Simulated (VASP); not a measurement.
HfC:

```
Hf C
1.0
     0.00000    2.32500    2.32500
     2.32500    0.00000    2.32500
     2.32500    2.32500    0.00000
Hf C
1 1
Direct
  0.50000 0.50000 0.50000
  0.00000 0.00000 0.00000
```

Base run:

| Property | Result |
| --- | --- |
| Program | VASP 6.6.1 |
| Functional | rSCAN |
| Potentials or basis | VASP PAW PBE potentials, release 64 (Hf_pv, C) |
| Cutoff | 520 eV |
| k mesh | 10 × 10 × 10 |
| Occupations | fermi-dirac, width 0.05 eV |
| Spin | no spin polarisation |

Its results: pressure -3.5 GPa.

**Question.** The run is repeated on the same cell with these changes: functional from rSCAN to r2SCAN. What comes out?

**Answer.** Pressure -2.5 GPa.

Caveats: the PAW data sets were made with another functional, which shifts forces and pressure a little.
